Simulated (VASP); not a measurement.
# Te (R-3m) in VASP: notebook

Runs on Te. Level: PBE. Tasks: relaxation of cell and atoms, single point.

All numbers are computed with VASP 6.6.1; they aren't measurements. Logs are shortened: lines on timing, memory, paths and dates and some standing lists are left out, and cuts for length are marked.

**1. The crystal as given**

It takes space group R-3m (No. 166, trigonal). Conventional cell: a = 4.612 Å, b = 4.612 Å, c = 5.073 Å, α = 90.00°, β = 90.00°, γ = 120.00°. Around Te (site symmetry -3m) lie 6 Te at 3.15 Å.

This isn't the form of Te at room conditions, which is trigonal, of chains.

**2. Relaxation of cell and atoms, PBE**

INCAR reads:

```
SYSTEM = Te
  PREC = Accurate
  ENCUT = 600
  EDIFF = 1E-6
  ISMEAR = -1
  SIGMA = 0.05
  LREAL = .FALSE.
  LASPH = .TRUE.
  NELM = 80
  ALGO = Fast
  ISIF = 3
  LWAVE = .FALSE.
  LCHARG = .FALSE.
  GGA = PE
  IBRION = 2
  NSW = 60
  EDIFFG = -0.005
```

KPOINTS reads:

```
regular mesh
0
G
  9 9 9
  0 0 0
```

POSCAR reads:

```
Te
1.0
    2.3059043427      1.3313144930      1.6909537039
   -2.3059043427      1.3313144930      1.6909537039
    0.0000000000     -2.6626289860      1.6909537039
Te
1
Direct
    0.5000000000      0.5000000000      0.5000000000
```

Potentials or basis: VASP PAW PBE potentials, release 54 (Te).

Command:

```sh
$ cat potpaw_PBE.54/Te/POTCAR > POTCAR
$ mpirun -np 1 vasp_std > vasp.out
```

OUTCAR:

```text
SYSTEM = Te
   PREC = Accurate
   ENCUT = 600
   EDIFF = 1E-6
   ISMEAR = -1
   LREAL = .FALSE.
   LASPH = .TRUE.
   NELM = 80
   ISIF = 3
   GGA = PE
   IBRION = 2
   NSW = 60
   EDIFFG = -0.005

 ion  position               nearest neighbor table
   1  0.500  0.500  0.500-

  LATTYP: Found a trigonal (rhomboedric) cell.
 ALAT       =     3.1541904739
 COS(alpha) =    -0.0688991668

  Lattice vectors:

 A1 = (   2.3059043427,   1.3313144930,   1.6909537039)
 A2 = (  -2.3059043427,   1.3313144930,   1.6909537039)
 A3 = (   0.0000000000,  -2.6626289860,   1.6909537039)

Analysis of symmetry for initial positions (statically):
=====================================================================
 Subroutine PRICEL returns:
 Original cell was already a primitive cell.

 Routine SETGRP: Setting up the symmetry group for a
 trigonal (rhombohedral) supercell.

 Subroutine GETGRP returns: Found 12 space group operations
 (whereof 12 operations were pure point group operations)
 out of a pool of 12 trial point group operations.

The static configuration has the point symmetry D_3d.

Analysis of symmetry for dynamics (positions and initial velocities):
=====================================================================
 Subroutine PRICEL returns:
 Original cell was already a primitive cell.

 Routine SETGRP: Setting up the symmetry group for a
 trigonal (rhombohedral) supercell.

 Subroutine GETGRP returns: Found 12 space group operations
 (whereof 12 operations were pure point group operations)
 out of a pool of 12 trial point group operations.

The dynamic configuration has the point symmetry D_3d.

 Subroutine INISYM returns: Found 12 space group operations
 (whereof 12 operations are pure point group operations),
 and found     1 'primitive' translations

----------------------------------------------------------------------------------------

                                     Primitive cell

  volume of cell :      31.1462

  direct lattice vectors                    reciprocal lattice vectors
     2.305904343  1.331314493  1.690953704     0.216834667  0.125189553  0.197127415
    -2.305904343  1.331314493  1.690953704    -0.216834667  0.125189553  0.197127415
     0.000000000 -2.662628986  1.690953704     0.000000000 -0.250379107  0.197127415

  length of vectors
     3.154190474  3.154190474  3.154190474     0.318667405  0.318667405  0.318667405

  position of ions in fractional coordinates (direct lattice)
     0.500000000  0.500000000  0.500000000

  ion indices of the primitive-cell ions
   primitive index   ion index
                 1           1

----------------------------------------------------------------------------------------

 KPOINTS: regular mesh

Automatic generation of k-mesh.
 Grid dimensions read from file:
 generate k-points for:    9    9    9

 Generating k-lattice:

  Cartesian coordinates                     Fractional coordinates (reciprocal lattice)
     0.024092741  0.013909950  0.021903046     0.111111111  0.000000000  0.000000000
    -0.024092741  0.013909950  0.021903046     0.000000000  0.111111111  0.000000000
     0.000000000 -0.027819901  0.021903046     0.000000000  0.000000000  0.111111111

  Length of vectors
     0.035407489  0.035407489  0.035407489

  Shift w.r.t. Gamma in fractional coordinates (k-lattice)
     0.000000000  0.000000000  0.000000000

 Subroutine IBZKPT returns following result:
 ===========================================

 Found     85 irreducible k-points:

 Following reciprocal coordinates:
            Coordinates               Weight
  0.000000  0.000000  0.000000      1.000000
  0.111111  0.000000  0.000000      6.000000
  0.222222  0.000000  0.000000      6.000000
  0.333333  0.000000  0.000000      6.000000
  0.444444  0.000000  0.000000      6.000000
  0.111111  0.111111  0.000000      6.000000
[... 16 lines left out ...]
 -0.333333  0.333333  0.000000      6.000000
  0.444444  0.444444  0.000000      6.000000
 [... further k-points ...]
   k-points           NKPTS =     85   k-points in BZ     NKDIM =     85   number of bands    NBANDS=      7
   number of dos      NEDOS =    301   number of ions     NIONS =      1
   total plane-waves  NPLWV =  21952
   dimension x,y,z NGX =    28 NGY =   28 NGZ =   28
   dimension x,y,z NGXF=    56 NGYF=   56 NGZF=   56
   ions per type =               1
   NGX,Y,Z   is equivalent  to a cutoff of  14.76, 14.76, 14.76 a.u.
   NGXF,Y,Z  is equivalent  to a cutoff of  29.52, 29.52, 29.52 a.u.
 SYSTEM =  Te
   PREC   = accura    normal or accurate (medium, high low for compatibility)
   ISTART =      0    job   : 0-new  1-cont  2-samecut
   ICHARG =      2    charge: 1-file 2-atom 10-const
   ISPIN  =      1    spin polarized calculation?
   LNONCOLLINEAR =      F non collinear calculations
   LSORBIT =      F    spin-orbit coupling
   LASPH  =      T    aspherical Exc in radial PAW
   ENCUT  =  600.0 eV  44.10 Ry    6.64 a.u.   6.30  6.30  6.30*2*pi/ulx,y,z
   NELM   =     80;   NELMIN=  2; NELMDL= -5     # of ELM steps
   EDIFF  = 0.1E-05   stopping-criterion for ELM
   LREAL  =      F    real-space projection
   EDIFFG = -.5E-02   stopping-criterion for IOM
   NSW    =     60    number of steps for IOM
   IBRION =      2    ionic relax: 0-MD 1-quasi-New 2-CG
   NFREE  =      1    steps in history (QN), initial steepest desc. (CG)
   ISIF   =      3    stress and relaxation
   ISYM   =      2    0-nonsym 1-usesym 2-fastsym
   POTIM  = 0.5000    time-step for ionic-motion
   TEBEG  =    0.0;   TEEND  =   0.0 temperature during run
   PSTRESS=    0.0 pullay stress
   NELECT =       6.0000    total number of electrons
   NUPDOWN=      -1.0000    fix difference up-down
   EMIN   =  10.00;   EMAX   =-10.00  energy-range for DOS
   EFERMI =   0.00;   METHOD = LEGACY
   ISMEAR =    -1;   SIGMA  =   0.05  broadening in eV -4-tet -1-fermi 0-gaus
   EFERMI_NEDOS =   21; number of points for ismear=-14 and -15
   IALGO  =     68    algorithm
   IMIX   =      4    mixing-type and parameters
     AMIX     =   0.40;   BMIX     =  1.00
     AMIX_MAG =   1.60;   BMIX_MAG =  1.00
  volume/ion in A,a.u.               =      31.15       210.18
  Fermi-wavevector in a.u.,A,eV,Ry     =   0.945490  1.786717 12.162947  0.893951
  Thomas-Fermi vector in A             =   2.073397
   LORBIT       =      0    0 simple, 1 ext, 2 COOP (PROOUT), +10 PAW based schemes
   GGA     = PE    functional components
   LHFCALC =     F    Hartree Fock is set to
   AEXX    =    0.0000 exact exchange contribution
   IVDW    =     0    specifies the selected vdW correction
   LEPSILON=     F    determine dielectric tensor
   LRPA    =     F    only Hartree local field effects (RPA)
 conjugate gradient relaxation of ions
 non-spin polarized calculation
 RMM-DIIS sequential band-by-band and
  energy-cutoff  :      600.00
  volume of cell :       31.15
 maximum number of plane-waves:      1069
 NGX is ok and might be reduce to    28
   NGX = 13   NGY = 13   NGZ = 13

--------------------------------------- Ionic step        1  -------------------------------------------

 number of electron       5.9999999 magnetization

 Free energy of the ion-electron system (eV)
  ---------------------------------------------------
  ext. energy  EPLUGINS =         0.00000000
  ---------------------------------------------------
  free energy    TOTEN  =        -3.08838149 eV

  energy without entropy =       -3.08297715  energy(sigma->0) =       -3.08567932

------------------------ aborting loop because EDIFF is reached ----------------------------------------

  FORCE on cell =-STRESS in cart. coord.  units (eV):
  Direction    XX          YY          ZZ          XY          YZ          ZX
  --------------------------------------------------------------------------------------
  -------------------------------------------------------------------------------------
  Total        0.4975561      0.4975561      0.5098459      0.0000000     -0.0000000      0.0000000
  in kB       25.5945607     25.5945607     26.2267552      0.0000000     -0.0000000      0.0000000
  external PRESSURE =      25.8052922 kB  Pullay stress =       0.0000000 kB
[... 86 lines left out ...]
  FREE ENERGIE OF THE ION-ELECTRON SYSTEM (eV)
  ---------------------------------------------------
  free  energy   TOTEN  =        -3.0998043654 eV

  energy  without entropy=       -3.0944486852  energy(sigma->0) =       -3.09712653

[... ionic steps 4 to 12 ...]

--------------------------------------- Ionic step       13  -------------------------------------------

 number of electron       6.0000001 magnetization

------------------------ aborting loop because EDIFF is reached ----------------------------------------

  FORCE on cell =-STRESS in cart. coord.  units (eV):
  Direction    XX          YY          ZZ          XY          YZ          ZX
  --------------------------------------------------------------------------------------
  -------------------------------------------------------------------------------------
  Total        0.0010628      0.0010628      0.0076641      0.0000000      0.0000000      0.0000000
  in kB        0.0518587      0.0518587      0.3739717      0.0000000      0.0000000      0.0000000
  external PRESSURE =       0.1592297 kB  Pullay stress =       0.0000000 kB
[... 55 lines left out ...]
  energy  without entropy=       -3.0978519834  energy(sigma->0) =       -3.10060798

--------------------------------------- Ionic step       15  -------------------------------------------

 number of electron       6.0000001 magnetization

 Free energy of the ion-electron system (eV)
  ---------------------------------------------------
  ext. energy  EPLUGINS =         0.00000000
  ---------------------------------------------------
  free energy    TOTEN  =        -3.10336558 eV

  energy without entropy =       -3.09785063  energy(sigma->0) =       -3.10060810

 E-fermi :   6.4006     XC(G=0):  -9.2622

 val. band max:        6.3932625786   @ k =  -0.1111   0.1111   0.0000
 cond. band min:       6.4102102732   @ k =  -0.1111   0.1111   0.1111
 fundamental gap:      0.0169476946
 Fermi energy:         6.4005945858

 k-point     1 :       0.0000    0.0000    0.0000
  band No.  band energies     occupation
      1      -7.1837      2.00000
      2       7.4472      0.00000
      3       7.6322      0.00000
      4       7.6322      0.00000
      5      12.4429      0.00000
      6      12.4429      0.00000
      7      12.8664      0.00000
[... 221 lines left out ...]
 k-point    24 :       0.4444    0.4444    0.0000
  band No.  band energies     occupation
      1      -3.9062      2.00000
      2       1.9847      2.00000
      3       2.2470      2.00000
      4       8.9277      0.00000
      5      10.0794      0.00000
      6      16.7323      0.00000
      7      18.6597      0.00000

 [... further k-points ...]

------------------------ aborting loop because EDIFF is reached ----------------------------------------

  FORCE on cell =-STRESS in cart. coord.  units (eV):
  Direction    XX          YY          ZZ          XY          YZ          ZX
  --------------------------------------------------------------------------------------
  -------------------------------------------------------------------------------------
  Total       -0.0019913     -0.0019913      0.0048287     -0.0000000      0.0000000      0.0000000
  in kB       -0.0971523     -0.0971523      0.2355870     -0.0000000      0.0000000      0.0000000
  external PRESSURE =       0.0137608 kB  Pullay stress =       0.0000000 kB
[... 16 lines left out ...]
  FREE ENERGIE OF THE ION-ELECTRON SYSTEM (eV)
  ---------------------------------------------------
  free  energy   TOTEN  =        -3.1033655813 eV

  energy  without entropy=       -3.0978506286  energy(sigma->0) =       -3.10060810

 reached required accuracy - stopping structural energy minimisation
```

It took 79 s on 1 thread of Intel Xeon 6975P-C (Granite Rapids), shared host; peak memory 0.18 GiB.

What came out:

| Item | Value |
| --- | --- |
| Free energy | -3.1034 eV |
| Relaxed volume | 32.84 Å³/atom |
| Relaxed cell | a = 3.204 Å, b = 3.204 Å, c = 3.204 Å, α = 91.62°, β = 91.62°, γ = 91.62° |
| Space group after relaxing (to 0.05 Å) | R-3m (No. 166) |
| Energy gained by relaxing | 15.0 meV/atom |
| Ionic steps | 15 |
| Pressure after relaxing | 0.0 GPa |
| Band gap on the k mesh | none (metal or under the smearing width) |

The path:
```tsv
step	energy change (eV)	largest force (eV/Å)	pressure (GPa)	volume (Å³)
1	0.0000	0.0000	2.58	31.15
2	-0.0083	0.0000	-1.19	33.46
3	-0.0114	0.0000	0.03	32.63
4	-0.0114	0.0000	-0.05	32.66
5	-0.0120	0.0000	-0.05	32.69
6	-0.0135	0.0000	-0.09	32.79
7	-0.0149	0.0000	-0.21	32.97
8	-0.0143	0.0000	0.37	32.47
9	-0.0150	0.0000	-0.14	32.87
10	-0.0150	0.0000	0.13	32.76
11	-0.0150	0.0000	0.06	32.81
12	-0.0150	0.0000	0.01	32.83
13	-0.0150	0.0000	0.02	32.83
14	-0.0150	0.0000	-0.02	32.85
15	-0.0150	0.0000	0.00	32.84
```

Final structure:
```cif
data_structure
_symmetry_space_group_name_H-M 'P 1'
_symmetry_Int_Tables_number 1
_cell_length_a 3.2036
_cell_length_b 3.2036
_cell_length_c 3.2036
_cell_angle_alpha 91.621
_cell_angle_beta 91.621
_cell_angle_gamma 91.621
_cell_volume 32.84
loop_
_atom_site_label
_atom_site_type_symbol
_atom_site_fract_x
_atom_site_fract_y
_atom_site_fract_z
_atom_site_occupancy
Te1 Te 0.50000 0.50000 0.50000 1
```

Spin-orbit coupling is left out, which matters for the levels of Te.

[end of part 1 of 2]
